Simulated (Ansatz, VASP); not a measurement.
# HfO2 in VASP and in Ansatz

```xyz
6
Lattice="4.7997 0.0000 0.0000 0.0000 4.7997 0.0000 0.0000 0.0000 3.1838" Properties=species:S:1:pos:R:3 pbc="T T T"
Hf    0.0000    0.0000   -0.1330
Hf    2.3998    2.3998    1.7249
O     0.9351    3.8646    1.5492
O     1.4648    1.4648    0.0427
O     3.3349    3.3349    0.0427
O     3.8646    0.9351    1.5492
```

Change from the starting cell: mode 4 frozen in at -0.135 Å, equal normal strain along x, y and z -0.0167.

Alike in both runs: task single point; functional PBE; k mesh 6 × 6 × 8; occupations gaussian, width 0.05 eV; no spin polarisation.

```csv
,VASP,Ansatz
version,VASP 6.6.1,Ansatz 0.2.0
potentials or method,"VASP PAW PBE potentials, release 64 (Hf_pv, O)","scalar-relativistic, plane waves, PAW"
plane-wave cutoff (eV),520,520
valence electrons in the cell,44,76
```

```csv
,VASP,Ansatz,Ansatz less VASP
gap on the k mesh at the Fermi level (eV),4.15,4.21,+0.058
least direct gap on the mesh (eV),4.15,4.21,+0.058
pressure (GPa),9.7,12.8,+3.00
largest component of the traceless stress (GPa),2.50,2.99,+0.490
rms of the force components (eV/Å),0.405,0.415,+0.0094
```

Atom by atom the forces differ by 0.029 eV/Å (rms over components). With one functional, cell and mesh, what is left measures potentials, basis and numerics. The two sets of potentials don't hold the same shells in valence.

Caveats: spin-orbit coupling is left out, which moves the levels of the heavy elements; forces of over 1 eV/Å show positions far from the minimum, so gaps and moduli don't describe the material at rest. A k mesh can miss the band edges.
